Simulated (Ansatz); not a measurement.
A plane-wave DFT run in Ansatz 0.2.0 (scalar-relativistic PAW potentials unless the input names others): input and command.

```yaml
crystal:
  lattice:
    - [0.0, 3.2839133529, 3.2839133529]
    - [3.2839133529, 0.0, 3.2839133529]
    - [3.2839133529, 3.2839133529, 0.0]
  atoms:
    - { symbol: In, position: [0.0, 0.0, 0.0] }
    - { symbol: Sb, position: [0.25, 0.25, 0.25] }
kpoints:
  mp_grid: { grid: [12, 12, 12] }
hamiltonian:
  xc: pbesol
scf:
  occupations: { method: gaussian, width: 0.1 }
  mixing: { algorithm: msr1, beta: 0.3 }
output:
  forces: true
  eigenvalues: true
  stress: true
```

```bash
ansatz run input.yaml --threads 1 --pin off --max-ram 2560MiB --backend cpu --events-out ev --progress --plain --runs-dir out
```

Abridged log:
```
Basis set: ecut = 420 eV, 1411 PW (Γ), exchange–correlation on 64×64×64 points (8 copies of the dense FFT grid, shifted against one another)
Bands: 18, of which v1, the nominal top of the filled ones, is band 14 counted from 1 (13 counted from 0)
Symmetry: 24 space group operations
k-points: 72 of 1728 (time reversal used)
SCF iter   1: F=—  HF=-11933.650922 eV  |F-HF|=—  |Δ(HF+E_count)|=         —  Δρ=3.45e-3  dr2=1.31e-2  ethr=1.77e-3  ⟨swp⟩=6.1  Hψ=6645  notcnv=0
SCF iter   2: F=—  HF=-11933.645604 eV  |F-HF|=—  |Δ(HF+E_count)|=   5.32e-3  Δρ=2.17e-3  dr2=3.73e-3  ethr=4.68e-5  ⟨swp⟩=2.1  Hψ=2419  notcnv=0
SCF iter   3: F=—  HF=-11933.645316 eV  |F-HF|=—  |Δ(HF+E_count)|=   2.88e-4  Δρ=5.81e-4  dr2=2.12e-4  ethr=1.33e-5  ⟨swp⟩=2.8  Hψ=2285  notcnv=0
SCF iter   4: F=—  HF=-11933.645290 eV  |F-HF|=—  |Δ(HF+E_count)|=   2.62e-5  Δρ=2.66e-4  dr2=4.64e-5  ethr=7.57e-7  ⟨swp⟩=2.1  Hψ=1936  notcnv=0
SCF iter   5: F=—  HF=-11933.645342 eV  |F-HF|=—  |Δ(HF+E_count)|=   5.18e-5  Δρ=1.21e-4  dr2=7.67e-6  ethr=1.66e-7  ⟨swp⟩=2.0  Hψ=2305  notcnv=0
SCF iter   6: F=—  HF=-11933.645338 eV  |F-HF|=—  |Δ(HF+E_count)|=   3.69e-6  Δρ=3.67e-5  dr2=6.68e-7  ethr=2.74e-8  ⟨swp⟩=2.0  Hψ=2032  notcnv=0
SCF iter   7: F=-11933.645338 eV  HF=-11933.645338 eV  |F-HF|=8.23e-9  |Δ(HF+E_count)|=   2.17e-7  Δρ=5.18e-6  dr2=1.09e-8  ethr=3.57e-10  ⟨swp⟩=6.5  Hψ=6666  notcnv=0
SCF 1 converged in 7 iterations: F = -11933.645338 eV  dr2 = 1.09e-8
SCF converged after 7 iterations
Free energy (F): -11933.645338 eV
Harris-Foulkes:  -11933.645338 eV  (|F-HF|=8.23e-9)
Internal energy: -11933.645187 eV  (E = F + TS)
E sigma→0 (E₀):  -11933.645262 eV
Entropy (-TS):   -0.000150 eV (-0.075 meV/atom)
Fermi energy:    6.785249 eV
--- Forces (eV/Å), atoms counted from 1 ---
  atom   1  In     0.00000000     0.00000000     0.00000000
  atom   2  Sb     0.00000000     0.00000000     0.00000000
--- Stress (GPa, compression-positive) ---
       -0.909835       0.000000       0.000000
        0.000000      -0.909835       0.000000
        0.000000       0.000000      -0.909835
  P = ⅓ Tr σ = -0.9098 GPa (-9.098 kbar)
```

Apart from outputs and empty bands, the input differs from a reference run on usual settings in hamiltonian.xc: "pbe" → "pbesol"; scf.mixing.algorithm: not typed → "msr1"; scf.mixing.beta: not typed → 0.3; basis.ecutwfc: 420 → not typed. The reference, at the same geometry (not necessarily relaxed), gave pressure 1.21 GPa, largest force 0.000 eV/Å, no gap on the mesh. This run converged in 7 SCF iterations (reference: 6) with a total energy on another zero, pressure -0.91 GPa, largest force 0.000 eV/Å, no gap on the mesh.

Time: 10 s on 1 thread of Arm Neoverse V1, on a shared host, peak memory 0.39 GiB.